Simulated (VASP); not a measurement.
## Ti: relaxation of cell and atoms with r2SCAN

The system is Ti.

```
Ti
1.0
     0.00000    2.05457    2.05457
     2.05457    0.00000    2.05457
     2.05457    2.05457    0.00000
Ti
1
Cartesian
  0.0000 0.0000 0.0000
```

This isn't the form of Ti at room conditions, which is hcp.

```yaml
Program: VASP 6.6.1
Task: relaxation of cell and atoms
Functional: r2SCAN
Potentials_or_basis: VASP PAW PBE potentials, release 64 (Ti_sv)
Cutoff: 600 eV
k_mesh: 18 × 18 × 18
Occupations: gaussian, width 0.1 eV
Spin: no spin polarisation
Further_INCAR_settings: ALGO = Normal; EDIFF = 1e-07; IBRION = 2; EDIFFG = -0.005; NSW = 90; ISIF = 3
```

| Quantity | Value |
| --- | --- |
| Relaxed volume | 17.43 Å³/atom |
| Relaxed cell | a = 2.910 Å, b = 2.910 Å, c = 2.910 Å, α = 60.00°, β = 60.00°, γ = 60.00° |
| Space group after relaxing (to 0.05 Å) | Fm-3m (No. 225) |
| Energy gained by relaxing | 0.2 meV/atom |
| Ionic steps | 5 |
| Pressure after relaxing | 0.0 GPa |
| Band gap on the k mesh | none (metal or under the smearing width) |

The path:
```tsv
step	energy change (eV)	largest force (eV/Å)	pressure (GPa)	volume (Å³)
1	0.0000	0.0000	0.56	17.35
2	-0.0001	0.0000	-0.42	17.50
3	-0.0002	0.0000	-0.06	17.43
4	-0.0002	0.0000	0.05	17.42
5	-0.0002	0.0000	0.03	17.43
```

Final structure:
```yaml
crystal:
  lattice:
    - [0.00000, 2.05784, 2.05784]
    - [2.05784, 0.00000, 2.05784]
    - [2.05784, 2.05784, 0.00000]
  atoms:
    - { symbol: Ti, position: [0.00000, 0.00000, 0.00000] }
```

Levels at points of the mesh, in eV from the Fermi level:
```tsv
k point	band 3	band 4	band 5	band 6	band 7	band 8	band 9	band 10
(0.00, 0.00, 0.00)	-33.86	-33.86	-6.46	1.00	1.00	1.00	2.80	2.80
(0.50, 0.00, 0.00)	-33.95	-33.95	-2.70	0.44	0.93	0.93	3.82	3.82
(0.50, 0.50, 0.00)	-34.10	-34.10	-2.63	-1.76	2.79	3.88	4.05	4.05
```

It took 3.4 min on 1 thread of Intel(R) Xeon(R) 6975P-C (Granite Rapids), on a shared host, peak memory 0.18 GiB.

Caveat: the PAW data sets were made with another functional, which shifts forces and pressure a little.
